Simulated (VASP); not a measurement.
Set up this calculation in VASP 6.6.1, as the native input.

| Property | Result |
| --- | --- |
| Task | single point |
| Functional | PBEsol |
| Potentials or basis | VASP PAW PBE potentials, release 64 (Hf_pv) |
| Cutoff | 520 eV |
| k mesh | 24 × 24 × 24 |
| Occupations | gaussian, width 0.1 eV |
| Spin | no spin polarisation |
| Further INCAR settings | ALGO = Fast; EDIFF = 1e-06 |

The structure of Hf lies in POSCAR:

```
Hf
1.0
    0.0000000000      2.2063400000      2.2063400000
    2.2063400000      0.0000000000      2.2063400000
    2.2063400000      2.2063400000      0.0000000000
Hf
1
Direct
    0.0000000000      0.0000000000      0.0000000000
```

This isn't the form of Hf at room conditions, which is hcp.

These files were run (other wordings do the same):

INCAR

```
PREC = Accurate
ENCUT = 520
EDIFF = 1E-6
ISMEAR = 0
SIGMA = 0.1
LREAL = False
LASPH = True
NELM = 100
ALGO = Fast
ISIF = 2
LWAVE = False
LCHARG = False
GGA = PS
```

KPOINTS

```
Automatic mesh
0
Gamma
  24 24 24
```

Potentials or basis: VASP PAW PBE potentials, release 64 (Hf_pv).

Launch:

```sh
$ cat potpaw_PBE.64/Hf_pv/POTCAR > POTCAR
$ mpirun -np 1 vasp_std > vasp.out
```

It gave:

```json
{
  "Pressure": "0.1 GPa",
  "Band gap on the k mesh": "none (metal or under the smearing width)"
}
```

Caveat: the PAW data sets were made with another functional, which shifts forces and pressure a little.

Run time: 55 s on 1 thread of AMD EPYC 9R14 (Zen 4), with other jobs on the host, peak memory 0.18 GiB.
